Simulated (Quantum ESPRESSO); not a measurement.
# ZnAu under changes of volume

One of the cells (15.583 Å³/atom); the others are scaled copies at fixed shape and fractional positions:

```
Au Zn
1.0
     3.14700    0.00000    0.00000
     0.00000    3.14700    0.00000
     0.00000    0.00000    3.14700
Au Zn
1 1
Direct
  0.00000 0.00000 0.00000
  0.50000 0.50000 0.50000
```

```yaml
Program: Quantum ESPRESSO 7.5
Functional: LDA
Potentials_or_basis: GBRV 1.5 LDA
Cutoff: 762 eV
Density_cutoff: 6095 eV
k_mesh: 8 × 8 × 8
Occupations: fermi-dirac, width 0.05 eV
Spin: no spin polarisation
```

```csv
volume (Å³/atom),energy over the lowest point (meV/atom),pressure (GPa)
14.648,1.08,2.2
14.960,0.00,-1.3
15.272,5.15,-4.2
15.583,15.73,-6.8
15.895,31.08,-9.1
16.207,?,?
16.518,73.59,-12.8
```

Q: What does the run at 16.207 Å³/atom give?

A: Energy over the lowest point 50.52 meV/atom; pressure -11.1 GPa.

Worked out: A Birch-Murnaghan fit of order 3 (a polynomial in V^(-2/3)) to the other rows has its minimum at 14.85 Å³/atom with B0 = V·E''(V) = 160 GPa and B' = 5.5. It gives 50.57 meV/atom at 16.207 Å³/atom, against the run's 50.52, and -dE/dV = -11.0 GPa, against -11.1.

Energies are extrapolated to zero smearing.
